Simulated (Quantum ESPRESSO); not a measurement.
**CuAu: phonons with PBEsol**

Crystal: CuAu.

```xyz
2
Lattice="2.8107 0.0000 0.0000 0.0000 2.8107 0.0000 0.0000 0.0000 3.6850" Properties=species:S:1:pos:R:3 pbc="T T T"
Au    0.0000    0.0000    0.0000
Cu    1.4054    1.4054    1.8425
```

```
Program             : Quantum ESPRESSO 7.5
Task                : phonons
Functional          : PBEsol
Potentials or basis : GBRV 1.5 PBEsol
Cutoff              : 762 eV
Density cutoff      : 6095 eV
k mesh              : 9 × 9 × 7
Occupations         : cold, width 0.2 eV
Spin                : no spin polarisation
Mixing beta         : 0.5
Most SCF iterations : 120
SCF threshold       : 4e-10 Ry
```

* Relaxed volume: 14.18 Å³/atom
* Relaxed cell: a = 2.798 Å, b = 2.798 Å, c = 3.624 Å, α = 90.00°, β = 90.00°, γ = 90.00°
* Space group after relaxing (to 0.05 Å): P4/mmm (No. 123)
* Pressure after relaxing: -0.1 GPa
* Band gap on the k mesh: none (metal or under the smearing width)
* Highest phonon frequency at Γ: 205 cm⁻¹

Step by step:
```tsv
step	energy change (eV)	largest force (eV/Å)	pressure (GPa)	volume (Å³)
1	0.0000	0.0000	-4.24	29.11
2	-0.0098	0.0000	-0.74	28.49
3	-0.0102	0.0000	0.13	28.35
4	-0.0103	0.0000	0.15	28.35
5	-0.0104	0.0000	0.12	28.35
6	-0.0105	0.0000	0.07	28.36
7	-0.0106	0.0000	0.01	28.36
8	-0.0106	0.0000	0.00	28.36
```

Final structure:
```
Au Cu
1.0
     2.79765    0.00000    0.00000
     0.00000    2.79765    0.00000
     0.00000    0.00000    3.62397
Au Cu
1 1
Direct
  0.00000 0.00000 0.00000
  0.50000 0.50000 0.50000
```

Levels at points of the mesh, in eV from the Fermi level:
| k point | band 12 | band 13 | band 14 | band 15 | band 16 | band 17 | band 18 | band 19 |
| --- | --- | --- | --- | --- | --- | --- | --- | --- |
| (0.00, 0.00, 0.00) | -2.13 | -1.67 | -1.43 | -1.43 | 2.19 | 8.48 | 9.92 | 9.92 |

Phonon frequencies in cm⁻¹ (negative: imaginary):
```
              q point              frequencies
(0.000, 0.000, 0.000)  -12 -12 -11 147 147 205
```

Optical modes at Γ, degenerate ones joined:
```tsv
cm⁻¹	components	symmetry	active in
147	2	Eu	IR
205	1	A2u	IR
```

It took 8.7 min on 1 thread of Intel(R) Xeon(R) 6975P-C (Granite Rapids), on a shared host, peak memory 0.28 GiB.

Caveat: the mesh is thin for the phonons of a metal. Spin-orbit coupling is left out, which matters for the levels of Au.
